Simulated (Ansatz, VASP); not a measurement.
## GaP: VASP beside Ansatz

The input INCAR:

```
SYSTEM = GaP
PREC = Accurate ; ENCUT = 520
EDIFF = 1E-6 ; ISMEAR = -1
SIGMA = 0.05 ; LREAL = .FALSE.
LASPH = .TRUE. ; NELM = 100
ALGO = Normal ; ISIF = 2
LWAVE = .FALSE. ; LCHARG = .TRUE.
GGA = PE ; LELF = .TRUE.
LVHAR = .TRUE. ; NBANDS = 16
```

Contents of KPOINTS:

```
regular mesh
0
G
  12 12 12
  0 0 0
```

POSCAR

```
GaP
1.0
    0.0000000000      2.6227779097      2.6227779097
    2.6227779097      0.0000000000      2.6227779097
    2.6227779097      2.6227779097      0.0000000000
Ga P
1 1
Direct
    0.0000000000      0.0000000000      0.0000000000
    0.5000000000      0.5000000000      0.5000000000
```

Input for Ansatz:

```yaml
crystal:
  lattice:
    - [0.0, 2.6227779097, 2.6227779097]
    - [2.6227779097, 0.0, 2.6227779097]
    - [2.6227779097, 2.6227779097, 0.0]
  atoms:
    - { symbol: Ga, position: [0.0, 0.0, 0.0] }
    - { symbol: P, position: [0.5, 0.5, 0.5] }
kpoints:
  mp_grid: { grid: [12, 12, 12] }
scf:
  occupations: { method: fermi_dirac, width: 0.05 }
hamiltonian:
  xc: pbe
  pseudopotentials: { kind: all_electron, lapw: { basis_error: 0.001 } }
output:
  forces: true
  stress: true
  eigenvalues: true
```

Change from the starting cell: volume scaled by 1.05.

Alike in both runs: task single point; functional PBE; k mesh 12 × 12 × 12; occupations fermi-dirac, width 0.05 eV; no spin polarisation.

```csv
,VASP,Ansatz
version,VASP 6.6.1,Ansatz 0.2.0
potentials or method,"VASP PAW PBE potentials, release 64 (Ga_d, P)","all-electron LAPW, scalar-relativistic"
plane-wave cutoff (eV),520,see its input
```

VASP gave:

| Item | Value |
| --- | --- |
| pressure (GPa) | -3.7 |

Task: Which values does Ansatz return?

Result: Pressure (GPa): -3.8.

Ansatz ran all-electron here, so the differences hold the error of VASP's frozen core and of both bases.
